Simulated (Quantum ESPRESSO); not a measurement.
BAs:

```
As B
1.0
     0.00000    2.38850    2.38850
     2.38850    0.00000    2.38850
     2.38850    2.38850    0.00000
As B
1 1
Direct
  0.75000 0.75000 0.75000
  0.00000 0.00000 0.00000
```

Base run:

```yaml
Program: Quantum ESPRESSO 7.5
Functional: PBE
Potentials_or_basis: PseudoDojo 0.4 SR PBE stringent
Cutoff: 1415 eV
Density_cutoff: 5660 eV
k_mesh: 6 × 6 × 6
Occupations: fixed
Spin: no spin polarisation
```

Its results: band gap on the k mesh, mean-field level 1.29 eV, indirect (least direct gap 3.29 eV).

**Question.** The run is repeated on the same cell with these changes: functional from PBE to PBEsol; potentials or basis from PseudoDojo 0.4 SR PBE stringent to PseudoDojo 0.4 SR PBEsol stringent. What comes out?

**Answer.** Band gap on the k mesh, mean-field level 1.20 eV, indirect (least direct gap 3.25 eV).

A k mesh can miss the band edges.
